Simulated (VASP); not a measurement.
# Te2Mo (P6_3/mmc) in VASP: a series of runs

One crystal, Te2Mo, is run at these levels: PBEsol, AM05; tasks: band structure.

Everything below comes from runs of VASP 6.6.1. Logs are shortened: lines on timing, memory, paths and dates and some standing lists are left out, and cuts for length are marked.

**Experimental background.**

From “Broadband infrared study of pressure-tunable Fano resonance and metallization transition in 2H-MoTe2”, 2022, pmc:9569381, for a bulk crystal of Te2Mo at 300 K: band gap 0.88 ± 0.05 eV (indirect).

The results are compared with them further down.

### Step 1. The structure

It takes space group P6_3/mmc (No. 194, hexagonal). Conventional cell: a = 3.518 Å, b = 3.518 Å, c = 13.974 Å, α = 90.00°, β = 90.00°, γ = 120.00°. Te (site symmetry 3m) has 3 Mo at 2.72 Å as nearest neighbours. Mo (site symmetry -6m2) has 6 Te at 2.72 Å as nearest neighbours.

### Step 2. Band structure, PBEsol

File POSCAR:

```
Te2Mo
1.0
    3.5182000000      0.0000000000      0.0000000000
   -1.7591000000      3.0468505756      0.0000000000
    0.0000000000      0.0000000000     13.9736000000
Te Mo
4 2
Direct
    0.6666666667      0.3333333333      0.3790000000
    0.3333333333      0.6666666667      0.8790000000
    0.6666666667      0.3333333333      0.1210000000
    0.3333333333      0.6666666667      0.6210000000
    0.6666666667      0.3333333333      0.7500000000
    0.3333333333      0.6666666667      0.2500000000
```

File INCAR.step1:

```
SYSTEM = Te2Mo
PREC     = Accurate       ! precision mode
ENCUT    = 520            ! plane-wave cutoff, eV
EDIFF    = 1E-6           ! SCF threshold, eV
ISMEAR   = 0              ! smearing method
SIGMA    = 0.02           ! smearing width, eV
LREAL    = .False.        ! projectors in reciprocal space
LASPH    = .True.         ! aspherical terms in the spheres
NELM     = 100            ! most SCF steps
ALGO     = Normal         ! electronic algorithm
ISIF     = 2              ! what is computed and relaxed
LWAVE    = .False.        ! write WAVECAR
LCHARG   = .True.         ! write CHGCAR
LMAXMIX  = 4              ! l up to which the mixer works
GGA      = PS             ! functional
KPAR     = 2
```

File KPOINTS.step1:

```
Automatic mesh
0
Gamma
  10 10 2
  0 0 0
```

File INCAR.step2:

```
SYSTEM = Te2Mo
PREC     = Accurate       ! precision mode
ENCUT    = 520            ! plane-wave cutoff, eV
EDIFF    = 1E-6           ! SCF threshold, eV
ISMEAR   = 0              ! smearing method
SIGMA    = 0.05           ! smearing width, eV
LREAL    = .False.        ! projectors in reciprocal space
LASPH    = .True.         ! aspherical terms in the spheres
NELM     = 100            ! most SCF steps
ALGO     = Normal         ! electronic algorithm
ISIF     = 2              ! what is computed and relaxed
LWAVE    = .False.        ! write WAVECAR
LCHARG   = .False.        ! write CHGCAR
LMAXMIX  = 4              ! l up to which the mixer works
GGA      = PS             ! functional
ICHARG   = 11             ! starting density
KPAR     = 2
```

File KPOINTS.step2:

```
path GMKGALHA,LM,KH
15
line-mode
reciprocal
 0.0000000000  0.0000000000  0.0000000000  G
 0.5000000000  0.0000000000  0.0000000000  M

 0.5000000000  0.0000000000  0.0000000000  M
 0.3333333333  0.3333333333  0.0000000000  K

 0.3333333333  0.3333333333  0.0000000000  K
 0.0000000000  0.0000000000  0.0000000000  G

 0.0000000000  0.0000000000  0.0000000000  G
 0.0000000000  0.0000000000  0.5000000000  A

 0.0000000000  0.0000000000  0.5000000000  A
 0.5000000000  0.0000000000  0.5000000000  L

 0.5000000000  0.0000000000  0.5000000000  L
 0.3333333333  0.3333333333  0.5000000000  H

 0.3333333333  0.3333333333  0.5000000000  H
 0.0000000000  0.0000000000  0.5000000000  A

 0.5000000000  0.0000000000  0.5000000000  L
 0.5000000000  0.0000000000  0.0000000000  M

 0.3333333333  0.3333333333  0.0000000000  K
 0.3333333333  0.3333333333  0.5000000000  H
```

Potentials or basis: VASP PAW PBE potentials, release 64 (Te, Mo_sv).

Launch:

```sh
$ cat potpaw_PBE.64/Te/POTCAR potpaw_PBE.64/Mo_sv/POTCAR > POTCAR
$ cp INCAR.step1 INCAR
$ cp KPOINTS.step1 KPOINTS
$ mpirun -np 2 vasp_std > vasp.out
$ cp INCAR.step2 INCAR
$ cp KPOINTS.step2 KPOINTS
$ mpirun -np 2 vasp_std > vasp.out
```

OUTCAR:

```text
SYSTEM = Te2Mo
   PREC = Accurate
   ENCUT = 520
   EDIFF = 1E-6
   ISMEAR = 0
   LREAL = .False.
   LASPH = .True.
   NELM = 100
   ISIF = 2
   GGA = PS
   ICHARG = 11

 ion  position               nearest neighbor table
   1  0.667  0.333  0.379-   6 2.72   6 2.72   6 2.72   3 3.61
   2  0.333  0.667  0.879-   5 2.72   5 2.72   5 2.72   4 3.61
   3  0.667  0.333  0.121-   6 2.72   6 2.72   6 2.72   1 3.61
   4  0.333  0.667  0.621-   5 2.72   5 2.72   5 2.72   2 3.61
   5  0.667  0.333  0.750-   2 2.72   4 2.72   2 2.72   4 2.72   2 2.72   4 2.72
   6  0.333  0.667  0.250-   1 2.72   3 2.72   1 2.72   3 2.72   1 2.72   3 2.72

  LATTYP: Found a hexagonal cell.
 ALAT       =     3.5182000000
 C/A-ratio  =     3.9718037633

  Lattice vectors:

 A1 = (   3.5182000000,   0.0000000000,   0.0000000000)
 A2 = (  -1.7591000000,   3.0468505756,   0.0000000000)
 A3 = (   0.0000000000,   0.0000000000,  13.9736000000)

Analysis of symmetry for initial positions (statically):
=====================================================================
 Subroutine PRICEL returns:
 Original cell was already a primitive cell.

 Routine SETGRP: Setting up the symmetry group for a
 hexagonal supercell.

 Subroutine GETGRP returns: Found 24 space group operations
 (whereof 12 operations were pure point group operations)
 out of a pool of 24 trial point group operations.

The static configuration has the point symmetry D_3d.
 The point group associated with its full space group is D_6h.

Analysis of symmetry for dynamics (positions and initial velocities):
=====================================================================
 Subroutine PRICEL returns:
 Original cell was already a primitive cell.

 Routine SETGRP: Setting up the symmetry group for a
 hexagonal supercell.

 Subroutine GETGRP returns: Found 24 space group operations
 (whereof 12 operations were pure point group operations)
 out of a pool of 24 trial point group operations.

The dynamic configuration has the point symmetry D_3d.
 The point group associated with its full space group is D_6h.

 Subroutine INISYM returns: Found 24 space group operations
 (whereof 12 operations are pure point group operations),
 and found     1 'primitive' translations

----------------------------------------------------------------------------------------

                                     Primitive cell

  volume of cell :     149.7890

  direct lattice vectors                    reciprocal lattice vectors
     3.518200000  0.000000000  0.000000000     0.284236257  0.164103880  0.000000000
    -1.759100000  3.046850576  0.000000000     0.000000000  0.328207759  0.000000000
     0.000000000  0.000000000 13.973600000     0.000000000  0.000000000  0.071563520

  length of vectors
     3.518200000  3.518200000 13.973600000     0.328207759  0.328207759  0.071563520

  position of ions in fractional coordinates (direct lattice)
     0.666666667  0.333333333  0.379000000
     0.333333333  0.666666667  0.879000000
     0.666666667  0.333333333  0.121000000
     0.333333333  0.666666667  0.621000000
     0.666666667  0.333333333  0.750000000
     0.333333333  0.666666667  0.250000000

  ion indices of the primitive-cell ions
   primitive index   ion index
                 1           1
                 2           2
                 3           3
                 4           4
                 5           5
                 6           6

----------------------------------------------------------------------------------------

 KPOINTS: path GMKGALHA,LM,KH

Interpolating k-points between supplied coordinates.

 Line segments in fractional coordinates (reciprocal lattice):
    0.000000  0.000000  0.000000  ...  0.500000  0.000000  0.000000
    0.500000  0.000000  0.000000  ...  0.333333  0.333333  0.000000
    0.333333  0.333333  0.000000  ...  0.000000  0.000000  0.000000
    0.000000  0.000000  0.000000  ...  0.000000  0.000000  0.500000
    0.000000  0.000000  0.500000  ...  0.500000  0.000000  0.500000
[... 45 lines left out ...]

 E-fermi :   8.2303     XC(G=0): -10.5811

 val. band max:        8.0175697326   @ k =   0.0000   0.0000   0.0000
 cond. band min:       8.7001705766   @ k =   0.1905   0.1905   0.0000
 fundamental gap:      0.6826008440
 Fermi energy:         8.2302720467

 k-point     1 :       0.0000    0.0000    0.0000
  band No.  band energies     occupation
      1     -52.7205      2.00000
      2     -52.7205      2.00000
      3     -26.9159      2.00000
      4     -26.9159      2.00000
      5     -26.7866      2.00000
      6     -26.7866      2.00000
[... 23 lines left out ...]
     30      11.0590      0.00000
     31      11.1536      0.00000

 k-point     2 :       0.0357    0.0000    0.0000
  band No.  band energies     occupation
      1     -52.7204      2.00000
      2     -52.7204      2.00000
      3     -26.9155      2.00000
      4     -26.9155      2.00000
      5     -26.7882      2.00000
      6     -26.7882      2.00000
[... 23 lines left out ...]
     30      11.0594      0.00000
     31      11.1065      0.00000

 k-point     3 :       0.0714    0.0000    0.0000
  band No.  band energies     occupation
      1     -52.7200      2.00000
      2     -52.7200      2.00000
      3     -26.9145      2.00000
      4     -26.9144      2.00000
      5     -26.7932      2.00000
      6     -26.7932      2.00000
[... 23 lines left out ...]
     30      10.9570      0.00000
     31      10.9732      0.00000

 k-point     4 :       0.1071    0.0000    0.0000
  band No.  band energies     occupation
      1     -52.7195      2.00000
      2     -52.7195      2.00000
      3     -26.9127      2.00000
      4     -26.9127      2.00000
      5     -26.8011      2.00000
      6     -26.8011      2.00000
[... 635 lines left out ...]
     30       9.9167      0.00000
     31       9.9986      0.00000

 k-point    23 :       0.4167    0.1667    0.0000
  band No.  band energies     occupation
      1     -52.7100      2.00000
      2     -52.7100      2.00000
      3     -26.9074      2.00000
      4     -26.9074      2.00000
      5     -26.8848      2.00000
      6     -26.8848      2.00000
[... 23 lines left out ...]
     30       9.7908      0.00000
     31       9.9550      0.00000

 k-point    24 :       0.4048    0.1905    0.0000
  band No.  band energies     occupation
      1     -52.7099      2.00000
      2     -52.7099      2.00000
      3     -26.9044      2.00000
      4     -26.9044      2.00000
      5     -26.8844      2.00000
      6     -26.8844      2.00000
[... 23 lines left out ...]
     30       9.8727      0.00000
     31       9.9983      0.00000

 [... further k-points ...]

------------------------ aborting loop because EDIFF is reached ----------------------------------------

  FORCE on cell =-STRESS in cart. coord.  units (eV):
  Direction    XX          YY          ZZ          XY          YZ          ZX
  --------------------------------------------------------------------------------------
  -------------------------------------------------------------------------------------
  Total        3.0164130      3.0164130     13.2018028     -0.0000000     -0.0000000      0.0000000
  in kB       32.2642367     32.2642367    141.2094741     -0.0000000     -0.0000000      0.0000000
  external PRESSURE =      68.5793158 kB  Pullay stress =       0.0000000 kB

 VOLUME and BASIS-vectors are now :
 -----------------------------------------------------------------------------
  energy-cutoff  :      520.00
  volume of cell :      149.79
      direct lattice vectors                 reciprocal lattice vectors
     3.518200000  0.000000000  0.000000000     0.284236257  0.164103880  0.000000000
    -1.759100000  3.046850576  0.000000000     0.000000000  0.328207759  0.000000000
     0.000000000  0.000000000 13.973600000     0.000000000  0.000000000  0.071563520

 POSITION                                       TOTAL-FORCE (eV/Angst)
 -----------------------------------------------------------------------------------
      1.75910      1.01562      5.29599        -0.000000     -0.000000     -0.118565
     -0.00000      2.03123     12.28279        -0.000000      0.000000     -0.118565
      1.75910      1.01562      1.69081        -0.000000     -0.000000      0.118565
     -0.00000      2.03123      8.67761        -0.000000      0.000000      0.118565
      1.75910      1.01562     10.48020        -0.000000      0.000000      0.000000
     -0.00000      2.03123      3.49340         0.000000     -0.000000      0.000000
 -----------------------------------------------------------------------------------
    total drift:                               -0.000000      0.000000     -0.000000

  FREE ENERGIE OF THE ION-ELECTRON SYSTEM (eV)
  ---------------------------------------------------
  free  energy   TOTEN  =       -38.8863127816 eV

  energy  without entropy=      -38.8863127816  energy(sigma->0) =      -38.88631278
```

Run time: 4 min. Hardware: 2 MPI ranks of Intel Xeon Platinum 8259CL at 2.50GHz (Skylake/Cascade Lake), shared host; peak memory 0.63 GiB.

What came out:

```
Band gap on the k mesh  : 0.68 eV, indirect (least direct gap 1.15 eV)
Band gap along the path : 0.68 eV, indirect (least direct gap 1.04 eV)
```

Levels at the corners of the path, in eV from the valence-band top:
| point | band 23 | band 24 | band 25 | band 26 | band 27 | band 28 | band 29 | band 30 |
| --- | --- | --- | --- | --- | --- | --- | --- | --- |
| Γ | -1.03 | -1.03 | -0.31 | 0.00 | 2.91 | 2.91 | 3.04 | 3.04 |
| M | -1.03 | -0.97 | -0.61 | -0.32 | 1.26 | 1.31 | 1.44 | 1.78 |
| M | -1.03 | -0.97 | -0.61 | -0.32 | 1.26 | 1.31 | 1.44 | 1.78 |
| K | -1.82 | -1.82 | -0.33 | -0.09 | 0.95 | 0.95 | 1.13 | 2.17 |
| K | -1.82 | -1.82 | -0.33 | -0.09 | 0.95 | 0.95 | 1.13 | 2.16 |
| Γ | -1.03 | -1.03 | -0.31 | 0.00 | 2.91 | 2.91 | 3.04 | 3.04 |
| Γ | -1.03 | -1.03 | -0.31 | 0.00 | 2.91 | 2.91 | 3.04 | 3.04 |
| A | -1.05 | -1.05 | -0.08 | -0.08 | 2.94 | 2.94 | 2.95 | 2.95 |
| A | -1.05 | -1.05 | -0.08 | -0.08 | 2.94 | 2.94 | 2.94 | 2.95 |
| L | -0.98 | -0.98 | -0.47 | -0.47 | 1.28 | 1.28 | 1.63 | 1.63 |
| L | -0.98 | -0.98 | -0.47 | -0.47 | 1.28 | 1.28 | 1.63 | 1.63 |
| H | -1.98 | -1.98 | -0.23 | -0.23 | 0.96 | 0.96 | 1.60 | 1.60 |
| H | -1.98 | -1.98 | -0.23 | -0.23 | 0.96 | 0.96 | 1.60 | 1.60 |
| A | -1.05 | -1.05 | -0.08 | -0.08 | 2.94 | 2.94 | 2.94 | 2.94 |
| L | -0.98 | -0.98 | -0.47 | -0.47 | 1.28 | 1.28 | 1.63 | 1.63 |
| M | -1.03 | -0.97 | -0.61 | -0.32 | 1.26 | 1.31 | 1.44 | 1.78 |
| K | -1.82 | -1.82 | -0.33 | -0.09 | 0.95 | 0.95 | 1.13 | 2.17 |
| H | -1.98 | -1.98 | -0.23 | -0.23 | 0.96 | 0.96 | 1.60 | 1.60 |

Caveat: the log is that of the step along the path at fixed density, whose energy, stress, charges and moments have no meaning; the PAW data sets were made with another functional, which shifts forces and pressure a little; spin-orbit coupling is left out, which moves the levels of the heavy elements; this functional lacks dispersion, which binds the layers, so the pressure and a relaxed spacing across them are unreliable.

### Step 3. Band structure, AM05

File INCAR:

```
PREC = Accurate ; ENCUT = 520
EDIFF = 1E-7 ; ISMEAR = -1
SIGMA = 0.05 ; LREAL = F
LASPH = T ; NELM = 60
ALGO = Normal ; ISIF = 2
LWAVE = F ; LCHARG = F
LMAXMIX = 4 ; GGA = AM
NBANDS = 35
```

File KPOINTS:

```
Automatic mesh
0
Gamma
  9 9 2
```

POSCAR is that of step 2.

File KPOINTS_OPT:

```
path GMKGALHA,LM,KH
20
line-mode
reciprocal
 0.0000000000  0.0000000000  0.0000000000  G
 0.5000000000  0.0000000000  0.0000000000  M

 0.5000000000  0.0000000000  0.0000000000  M
 0.3333333333  0.3333333333  0.0000000000  K

 0.3333333333  0.3333333333  0.0000000000  K
 0.0000000000  0.0000000000  0.0000000000  G

 0.0000000000  0.0000000000  0.0000000000  G
 0.0000000000  0.0000000000  0.5000000000  A

 0.0000000000  0.0000000000  0.5000000000  A
 0.5000000000  0.0000000000  0.5000000000  L

 0.5000000000  0.0000000000  0.5000000000  L
 0.3333333333  0.3333333333  0.5000000000  H

 0.3333333333  0.3333333333  0.5000000000  H
 0.0000000000  0.0000000000  0.5000000000  A

 0.5000000000  0.0000000000  0.5000000000  L
 0.5000000000  0.0000000000  0.0000000000  M

 0.3333333333  0.3333333333  0.0000000000  K
 0.3333333333  0.3333333333  0.5000000000  H
```

Potentials or basis: VASP PAW PBE potentials, release 64 (Te, Mo_sv).

Launch:

```sh
$ cat potpaw_PBE.64/Te/POTCAR potpaw_PBE.64/Mo_sv/POTCAR > POTCAR
$ mpirun -np 1 vasp_std > vasp.out
```

Run time: 19 min. Hardware: 1 thread of AMD EPYC 7R43 (Zen 3), shared host; peak memory 0.35 GiB.

The run converged. Its results:

```yaml
Free_energy: -37.7112 eV
Pressure: -1.2 GPa
Largest_force: 0.173 eV/Å
Band_gap_on_the_k_mesh: 0.78 eV, indirect (least direct gap 1.04 eV)
Band_gap_along_the_path: 0.70 eV, indirect (least direct gap 1.04 eV)
```

Forces on the atoms (eV/Å):
```
Te   0.000  0.000 -0.173
Te   0.000  0.000 -0.173
Te   0.000  0.000  0.173
Te   0.000  0.000  0.173
Mo   0.000  0.000  0.000
Mo   0.000  0.000  0.000
```

Stress tensor (GPa, compression positive):
```
-1.61  0.00  0.00
 0.00 -1.61  0.00
 0.00  0.00 -0.52
```

Levels at the corners of the path, in eV from the valence-band top:
| point | band 22 | band 23 | band 24 | band 25 | band 26 | band 27 | band 28 | band 29 | band 30 | band 31 |
| --- | --- | --- | --- | --- | --- | --- | --- | --- | --- | --- |
| Γ | -1.05 | -1.02 | -1.02 | -0.31 | 0.00 | 2.91 | 2.91 | 3.04 | 3.04 | 3.14 |
| M | -1.79 | -1.03 | -0.98 | -0.60 | -0.31 | 1.27 | 1.33 | 1.46 | 1.79 | 2.60 |
| M | -1.79 | -1.03 | -0.98 | -0.60 | -0.31 | 1.27 | 1.33 | 1.46 | 1.79 | 2.60 |
| K | -3.13 | -1.82 | -1.82 | -0.32 | -0.07 | 0.96 | 0.96 | 1.16 | 2.17 | 2.31 |
| K | -3.13 | -1.82 | -1.82 | -0.32 | -0.07 | 0.96 | 0.96 | 1.16 | 2.17 | 2.31 |
| Γ | -1.05 | -1.02 | -1.02 | -0.31 | 0.00 | 2.91 | 2.91 | 3.04 | 3.04 | 3.14 |
| Γ | -1.05 | -1.02 | -1.02 | -0.31 | 0.00 | 2.91 | 2.91 | 3.04 | 3.04 | 3.14 |
| A | -1.04 | -1.04 | -1.04 | -0.08 | -0.08 | 2.95 | 2.95 | 2.95 | 2.95 | 3.30 |
| A | -1.04 | -1.04 | -1.04 | -0.08 | -0.08 | 2.95 | 2.95 | 2.95 | 2.95 | 3.30 |
| L | -1.91 | -0.99 | -0.99 | -0.46 | -0.46 | 1.29 | 1.29 | 1.64 | 1.64 | 3.03 |
| L | -1.91 | -0.99 | -0.99 | -0.46 | -0.46 | 1.29 | 1.29 | 1.64 | 1.64 | 3.03 |
| H | -2.75 | -1.98 | -1.98 | -0.22 | -0.22 | 0.97 | 0.97 | 1.63 | 1.63 | 2.39 |
| H | -2.75 | -1.98 | -1.98 | -0.22 | -0.22 | 0.97 | 0.97 | 1.63 | 1.63 | 2.39 |
| A | -1.04 | -1.04 | -1.04 | -0.08 | -0.08 | 2.95 | 2.95 | 2.95 | 2.95 | 3.30 |
| L | -1.91 | -0.99 | -0.99 | -0.46 | -0.46 | 1.29 | 1.29 | 1.64 | 1.64 | 3.03 |
| M | -1.79 | -1.03 | -0.98 | -0.60 | -0.31 | 1.27 | 1.33 | 1.46 | 1.79 | 2.60 |
| K | -3.13 | -1.82 | -1.82 | -0.32 | -0.07 | 0.96 | 0.96 | 1.16 | 2.17 | 2.31 |
| H | -2.75 | -1.98 | -1.98 | -0.22 | -0.22 | 0.97 | 0.97 | 1.63 | 1.63 | 2.39 |

Caveat: the PAW data sets were made with another functional, which shifts forces and pressure a little; spin-orbit coupling is left out, which moves the levels of the heavy elements; this functional lacks dispersion, which binds the layers, so the pressure and a relaxed spacing across them are unreliable.

### Step 4. How close it comes

Step 2. Against the measured gap of Te2Mo, 0.88 eV (indirect; 300 K; quoted in “Broadband infrared study of pressure-tunable Fano resonance and metallization transition in 2H-MoTe2”, 2022, pmc:9569381), the calculated 0.68 eV is off by -0.20 eV. Spin-orbit coupling on Mo, Te is left out. The value is that of PBEsol, without temperature or zero-point motion. Semilocal functionals fall short of measured gaps as a rule.

Step 3. Measured gap of Te2Mo: 0.88 eV (indirect; 300 K; quoted in “Broadband infrared study of pressure-tunable Fano resonance and metallization transition in 2H-MoTe2”, 2022, pmc:9569381). This calculation gives 0.70 eV (-0.18 eV). Spin-orbit coupling on Mo, Te is left out. The value is that of AM05, without temperature or zero-point motion. Semilocal functionals fall short of measured gaps as a rule.
